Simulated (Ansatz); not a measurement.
## Cr: from a trial structure to a relaxed crystal

These are results of DFT r2SCAN, scalar-relativistic, plane waves, PAW in Ansatz, not measurements. Cutoff 500 eV, Γ-centred k mesh, Gaussian smearing, no spin polarisation in the final step.

The start puts Cr on the simple hexagonal structure type (P6/mmm, No. 191), at a guessed volume.

```
CELL_PARAMETERS angstrom
2.54246 0.00000 0.00000
-1.27123 2.20183 0.00000
0.00000 0.00000 2.37561
ATOMIC_POSITIONS crystal
Cr 0.00000 0.00000 0.00000
```

Cell and atoms relax at zero pressure; the relaxation can't lower the symmetry of the start. After a coarse first stage the cell is made exact in the group found at 0.06 Å.

Energies count from the standard state of Cr at the same level.

Problem. Which crystal results?

Solution. It keeps P6/mmm (No. 191). The result has the simple hexagonal structure. Conventional cell: a = 2.480 Å, c = 2.254 Å. Around Cr lie 2 Cr at 2.25 Å and 6 Cr at 2.48 Å.

```cif
data_structure
_symmetry_space_group_name_H-M 'P6/mmm'
_symmetry_Int_Tables_number 191
_cell_length_a 2.4801
_cell_length_b 2.4801
_cell_length_c 2.2537
_cell_angle_alpha 90.000
_cell_angle_beta 90.000
_cell_angle_gamma 120.000
_cell_volume 12.00
loop_
_atom_site_label
_atom_site_type_symbol
_atom_site_symmetry_multiplicity
_atom_site_Wyckoff_symbol
_atom_site_fract_x
_atom_site_fract_y
_atom_site_fract_z
_atom_site_occupancy
Cr1 Cr 1 a 0.00000 0.00000 0.00000 1
```

Problem. What are its volume, energy, density and gap?

Solution. The volume per atom is 12.00 Å³. The density is 7.19 g/cm³. The energy over the standard structure is 1.07 eV/atom and the gap on the 27×27×24 mesh is 0 eV (a metal).

The final run used a 27×27×24 mesh on its 1-atom cell and 0.10 eV smearing. The k mesh leaves about 4 meV/atom of noise in metals. A structure relaxed within its symmetry needn't be a true minimum.